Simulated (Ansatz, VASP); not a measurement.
# Tc in VASP and in Ansatz

The input INCAR:

```
PREC = Accurate
ENCUT = 520
EDIFF = 1E-7
ISMEAR = -1
SIGMA = 0.05
LREAL = F
LASPH = T
NELM = 100
ALGO = Normal
ISIF = 2
LWAVE = F
LCHARG = F
GGA = PE
NBANDS = 20
```

File KPOINTS:

```
Automatic mesh
0
Gamma
  11 11 6
```

File POSCAR:

```
Tc
1.0
    2.7400000000      0.0000000000      0.0000000000
   -1.3700000000      2.3729096064      0.0000000000
    0.0000000000      0.0000000000      4.3980000000
Tc
2
Direct
    0.6666666667      0.3333333333      0.7500000000
    0.3333333333      0.6666666667      0.2500000000
```

input.yaml

```yaml
crystal:
  lattice:
    - [2.74, 0.0, 0.0]
    - [-1.37, 2.3729096064, 0.0]
    - [0.0, 0.0, 4.398]
  atoms:
    - { symbol: Tc, position: [0.6666666667, 0.3333333333, 0.75] }
    - { symbol: Tc, position: [0.3333333333, 0.6666666667, 0.25] }
hamiltonian:
  xc: pbe
  pseudopotentials: { kind: paw }
kpoints:
  mp_grid: { grid: [11, 11, 6] }
scf:
  occupations: { method: fermi_dirac, width: 0.05 }
output:
  forces: true
  stress: true
  eigenvalues: true
  write_density: true
  write_potential: true
  elf: true
  volumetric_format: npy
```

Alike in both runs: task single point; functional PBE; k mesh 11 × 11 × 6; occupations fermi-dirac, width 0.05 eV; no spin polarisation.

|  | VASP | Ansatz |
| --- | --- | --- |
| version | VASP 6.6.1 | Ansatz 0.2.0 |
| potentials or method | VASP PAW PBE potentials, release 64 (Tc_pv) | Ansatz PAW earlier set |
| plane-wave cutoff (eV) | 520 | 500 |
| valence electrons in the cell | 26 | 30 |

Ansatz gave:

```
gap on the k mesh at the Fermi level (eV)       : none
pressure (GPa)                                  : 2.9
largest component of the traceless stress (GPa) : 0.05
```

Problem. What did VASP give for the same quantities?

Solution. gap on the k mesh at the Fermi level (eV): none; pressure (GPa): 2.3; largest component of the traceless stress (GPa): 0.05.

A gap of «none» marks a metal or a gap that the smearing closes. The two sets of potentials don't hold the same shells in valence.
